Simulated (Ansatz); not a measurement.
# AlN at 12 GPa: from Born charge to LO–TO splitting and polaron coupling

Computed with Ansatz, DFT PBE, scalar-relativistic, plane waves, PAW. Cutoff 420 eV, 10×10×10 k-points (Γ-centred), fixed occupations. No spin polarisation. Phonons by linear response, acoustic sum rule imposed.

The cell, relaxed at 12 GPa:
```
Al N
1.0
     0.00000    2.16099    2.16099
     2.16099    0.00000    2.16099
     2.16099    2.16099    0.00000
Al N
1 1
Direct
  0.00000 0.00000 0.00000
  0.75000 0.75000 0.75000
```

Other phases may be more stable at this pressure.

Linear response gives ν_TO = 687.3 cm⁻¹, Born charges ±2.542 e (positive on Al) and ε∞ = 4.524. The primitive cell holds 20.183 Å³, and the masses are 26.982 and 14.007 amu.

**Question.** Find ν_LO and the static dielectric constant.

**Answer.** The long-wave field adds a restoring force: ω_LO² − ω_TO² = Z*²e²/(ε_vac ε∞ μV). In these units ν_LO² − ν_TO² = 4.92064×10⁷ Z*²/(μ V ε∞) cm⁻², with μ = m₁m₂/(m₁ + m₂) = 9.220 amu: 377852 cm⁻². So ν_LO = √(687.3² + 377852) = 922.1 cm⁻¹, and the run gives 922.1. Lyddane–Sachs–Teller then gives ε0 = ε∞ (ν_LO/ν_TO)² = 8.14, against 8.14 in the run (it forms both from the same three quantities, so the match checks the arithmetic only). Between ν_TO and ν_LO the dielectric function is negative and an undamped crystal reflects fully: a reststrahlen band from 10.8 to 14.5 μm.

**Question.** What do the Clausius–Mossotti polarisability and the Szigeti charge come to?

**Answer.** With the Lorentz local field, α = (3V/4π)(ε∞ − 1)/(ε∞ + 2) = 2.60 Å³ for the pair, and e_S = 3Z*/(ε∞ + 2) = 1.17 e. The Born charge includes the electrons' response to the dipole's own local field, and e_S takes that enhancement out. The Lorentz field assumes point-like polarisable ions, a poor picture once ε∞ is this large, since the electron clouds then overlap or are shared, so both numbers are formal here.

**Question.** How strongly does a slow electron couple to the LO mode?

**Answer.** For one isotropic parabolic band, Fröhlich's constant is α_F = (1/ε∞ − 1/ε0) √(m* Ry/ħω_LO), with Ry = 13.606 eV, ħω_LO = 114.3 meV and m* in free-electron masses: α_F = 0.0982 × 10.91 × √m* = 1.07 √m*. The band mass isn't part of this run; for m* = 0.1, 0.3 and 1 it gives 0.34, 0.59, 1.07. In weak coupling the polaron lies α_F ħω_LO below the band edge (67 meV at m* = 0.3) with a mass m*(1 + α_F/6); past α_F of about 5 or 6 that expansion fails. A semilocal functional's ε∞ tends to be too large, which taken alone lowers α_F.

This zinc-blende form isn't the usual stable structure of the compound at low pressure.

Cost: 1 run of about 0.21 core-minutes, on Intel Xeon 6975P-C (Granite Rapids) (shared hosts).